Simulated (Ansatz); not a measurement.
The system is Ge.

```xyz
4
Lattice="0.0000 2.8857 5.1157 2.6305 0.0000 5.1157 2.6305 2.8857 0.0000" Properties=species:S:1:pos:R:3 pbc="T T T"
Ge    2.6305    4.1929    5.1157
Ge    2.6305    1.5786    5.1157
Ge    2.6305    2.8857    2.2318
Ge    2.6305    2.8857    7.9995
```

This isn't the form of Ge at room conditions, which is diamond.

Base run:

| Item | Value |
| --- | --- |
| Program | Ansatz 0.2.0 |
| Functional | r2SCAN |
| Potentials or basis | Ansatz PAW |
| Cutoff | 500 eV (not typed: the program's choice for these potentials) |
| k mesh | 5 × 5 × 5 |
| Occupations | fermi-dirac, width 0.05 eV |
| Spin | no spin polarisation |

Its results: band gap on the k mesh none (metal or under the smearing width); pressure -2.6 GPa; largest force 0.211 eV/Å.

Question: The run is repeated on the same cell with these changes: functional from r2SCAN to BLYP; cutoff from 500 eV (not typed: the program's choice for these potentials) to 420 eV (not typed: the program's choice for these potentials). What comes out?

Answer: Band gap on the k mesh none (metal or under the smearing width); pressure 6.0 GPa; largest force 0.118 eV/Å.

Caveats: the PAW data sets come from PBE, with cores solved anew for the run's functional, which leaves a small shift of forces and pressure.
